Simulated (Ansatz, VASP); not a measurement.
# One calculation of MgS, two programs

```
Mg S
1.0
     0.00000    2.60165    2.60165
     2.60165    0.00000    2.60165
     2.60165    2.60165    0.00000
Mg S
1 1
Direct
  0.00000 0.00000 0.00000
  0.50000 0.50000 0.50000
```

Alike in both runs: task electric field gradients; functional LDA; k mesh 8 × 8 × 8; occupations fermi-dirac, width 0.01 eV; no spin polarisation.

|  | VASP | Ansatz |
| --- | --- | --- |
| version | VASP 6.6.1 | Ansatz 0.2.0 |
| potentials or method | VASP PAW LDA potentials, release 64 (Mg, S), cutoff 520 eV | all-electron PAW with datasets made for the crystal, scalar-relativistic |

|  | VASP | Ansatz | Ansatz less VASP |
| --- | --- | --- | --- |
| gap on the k mesh at the Fermi level (eV) | 2.56 | 2.56 | +0.004 |
| pressure (GPa) | -3.8 | -3.3 | +0.59 |
| Vzz of the field gradient on the site that differs most (V/Å²) | 0.0 | 0.0 | 0.00 |

Ansatz ran all-electron here, so the differences hold the error of VASP's frozen core and of both bases.

A k mesh can miss the band edges. Expect the measured gap to be larger: semilocal functionals such as LDA lack the derivative discontinuity.
